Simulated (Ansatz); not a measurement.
Structure relaxation of HgH

These are results of DFT PBE, scalar-relativistic, plane waves, PAW in Ansatz 0.2.0, not measurements. Cutoff 420 eV, Γ-centred k mesh, Gaussian smearing, no spin polarisation in the final step.

HgH was placed on the CoSn structure type (P6/mmm, No. 191), with Hg in place of Co, H in place of Sn, at a guessed volume.

```
Hg H
1.0
     5.03444    0.00000    0.00000
    -2.51722    4.35996    0.00000
     0.00000    0.00000    4.06188
Hg H
3 3
Direct
  0.50000 0.00000 0.00000
  0.50000 0.50000 0.00000
  0.00000 0.50000 0.00000
  0.00000 0.00000 0.00000
  0.33333 0.66667 0.50000
  0.66667 0.33333 0.50000
```

Cell and atoms relax at zero pressure; the relaxation can't lower the symmetry of the start. After a coarse first stage the cell is made exact in the group found at 0.06 Å.

The zero of energy is the elements' standard structures at the same level (H₂ as a molecule); no fitted shifts are applied.

(1) What does it relax into?

(2) What are its volume, energy, density and gap?

## Answers

(1) It keeps P6/mmm (No. 191), but not the shape of the type it started on. Conventional cell: a = 6.033 Å, c = 3.302 Å. Around Hg lie 4 H at 2.40 Å; around H on Wyckoff site a (1 atom of the primitive cell) lie 6 Hg at 3.02 Å and 2 H at 3.30 Å; H on Wyckoff site d (2 atoms of the primitive cell) has 6 Hg at 2.40 Å.

Space group P6/mmm (No. 191). a = 6.033 Å, b = 6.033 Å, c = 3.302 Å, α = 90.00°, β = 90.00°, γ = 120.00°
```tsv
atom	site	symmetry	x	y	z
Hg	3f	mmm	0.5000	0.0000	0.0000
H	1a	6/mmm	0.0000	0.0000	0.0000
H	2d	-6m2	0.3333	0.6667	0.5000
```

(2) The volume per atom is 17.3 Å³. The density is 9.7 g/cm³. The energy over the elements is 0.85 eV/atom and the gap on the 6×6×12 mesh is 0 eV (a metal).

The final run used a 6×6×12 mesh on its 6-atom cell and 0.10 eV smearing. For metals, differences of a few meV/atom aren't resolved. Weakly bound directions are ill-defined at this level, which has no dispersion term. Spin–orbit coupling is left out. Symmetry constrained the relaxation, so the result can be a saddle point. The steps took roughly 2.4 core-minutes in all.